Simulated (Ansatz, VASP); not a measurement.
# Two plane-wave programs on Al3Ni2

INCAR

```
ALGO = Normal
EDIFF = 1E-6
ENCUT = 520
GGA = PS
ISIF = 2
ISMEAR = 0
LASPH = T
LCHARG = F
LREAL = F
LWAVE = F
NBANDS = 22
NELM = 60
PREC = Accurate
SIGMA = 0.1
```

KPOINTS

```
k-points
0
Gamma
  9 9 7
```

The input POSCAR:

```
Al3Ni2
1.0
    4.0031396356      0.0000000000      0.0000000000
   -2.0015698178      3.4668206193      0.0000000000
    0.0000000000      0.0000000000      4.8594646066
Al Ni
3 2
Direct
    0.0000000000      0.0000000000      0.0000000000
    0.3333333333      0.6666666667      0.6477829054
    0.6666666667      0.3333333333      0.3522170946
    0.3333333333      0.6666666667      0.1455709078
    0.6666666667      0.3333333333      0.8544290922
```

Input for Ansatz:

```yaml
crystal:
  lattice:
    - [4.0031396356, 0.0, 0.0]
    - [-2.0015698178, 3.4668206193, 0.0]
    - [0.0, 0.0, 4.8594646066]
  atoms:
    - { symbol: Al, position: [0.0, 0.0, 0.0] }
    - { symbol: Al, position: [0.3333333333, 0.6666666667, 0.6477829054] }
    - { symbol: Al, position: [0.6666666667, 0.3333333333, 0.3522170946] }
    - { symbol: Ni, position: [0.3333333333, 0.6666666667, 0.1455709078] }
    - { symbol: Ni, position: [0.6666666667, 0.3333333333, 0.8544290922] }
basis:
  ecutwfc: 420
kpoints:
  mp_grid: { grid: [9, 9, 7] }
hamiltonian:
  xc: pbesol
scf:
  occupations: { method: gaussian, width: 0.1 }
output:
  forces: true
  stress: true
  eigenvalues: true
```

Alike in both runs: task single point; functional PBEsol; k mesh 9 × 9 × 7; occupations gaussian, width 0.1 eV; no spin polarisation.

|  | VASP | Ansatz |
| --- | --- | --- |
| version | VASP 6.6.1 | Ansatz 0.2.0 |
| potentials or method | VASP PAW PBE potentials, release 64 (Al, Ni) | scalar-relativistic, plane waves, PAW |
| plane-wave cutoff (eV) | 520 | 420 |
| valence electrons in the cell | 29 | 45 |

Ansatz gave:

| Quantity | Value |
| --- | --- |
| gap on the k mesh at the Fermi level (eV) | none |
| pressure (GPa) | 0.0 |
| largest component of the traceless stress (GPa) | 0.40 |
| rms of the force components (eV/Å) | 0.006 |

Problem. Estimate VASP's values.

Solution. gap on the k mesh at the Fermi level (eV): none; pressure (GPa): 0.1; largest component of the traceless stress (GPa): 0.45; rms of the force components (eV/Å): 0.008.

Atom by atom the forces differ by 0.005 eV/Å (rms over components). A gap of «none» marks a metal or a gap that the smearing closes. The two sets of potentials don't hold the same shells in valence.

Caveats: the PAW data sets were made with another functional, which shifts forces and pressure a little (VASP). Spin polarisation is off, so any magnetic state and its effect on volume and gap are missing.
